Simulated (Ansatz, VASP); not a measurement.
# AlRu in VASP and in Ansatz

File INCAR:

```
SYSTEM = AlRu
ALGO     = Normal         ! electronic algorithm
EDIFF    = 1E-7           ! SCF threshold, eV
ENCUT    = 520            ! plane-wave cutoff, eV
GGA      = CA             ! functional
ISIF     = 2              ! what is computed and relaxed
ISMEAR   = -1             ! smearing method
LASPH    = .True.         ! aspherical terms in the spheres
LCHARG   = .False.        ! write CHGCAR
LREAL    = .False.        ! projectors in reciprocal space
LWAVE    = .False.        ! write WAVECAR
NBANDS   = 16             ! bands
NELM     = 100            ! most SCF steps
PREC     = Accurate       ! precision mode
SIGMA    = 0.05           ! smearing width, eV
```

File KPOINTS:

```
k-points
0
Gamma
  9 9 9
  0 0 0
```

Contents of POSCAR:

```
AlRu
1.0
    2.9511680166      0.0000000000      0.0000000000
    0.0000000000      2.9511680166      0.0000000000
    0.0000000000      0.0000000000      2.9511680166
Ru Al
1 1
Direct
    0.5000000000      0.5000000000      0.5000000000
    0.0000000000      0.0000000000      0.0000000000
```

File input.yaml:

```yaml
crystal:
  lattice:
    - [2.9511680166, 0.0, 0.0]
    - [0.0, 2.9511680166, 0.0]
    - [0.0, 0.0, 2.9511680166]
  atoms:
    - { symbol: Ru, position: [0.5, 0.5, 0.5] }
    - { symbol: Al, position: [0.0, 0.0, 0.0] }
kpoints:
  mp_grid: { grid: [9, 9, 9] }
scf:
  occupations: { method: fermi_dirac, width: 0.05 }
hamiltonian:
  xc: lda
  pseudopotentials: { kind: all_electron, lapw: { basis_error: 0.001 } }
output:
  forces: true
  stress: true
  eigenvalues: true
```

Change from the starting cell: volume scaled by 0.96.

Alike in both runs: task single point; functional LDA; k mesh 9 × 9 × 9; occupations fermi-dirac, width 0.05 eV; no spin polarisation.

```csv
,VASP,Ansatz
version,VASP 6.6.1,Ansatz 0.2.0
potentials or method,"VASP PAW LDA potentials, release 64 (Ru_pv, Al)","all-electron LAPW, scalar-relativistic"
plane-wave cutoff (eV),520,see its input
```

|  | VASP | Ansatz | Ansatz less VASP |
| --- | --- | --- | --- |
| gap on the k mesh at the Fermi level (eV) | none | none | - |
| pressure (GPa) | 1.2 | 0.6 | -0.64 |

A gap of «none» marks a metal or a gap that the smearing closes. Ansatz ran all-electron here, so the differences hold the error of VASP's frozen core and of both bases.
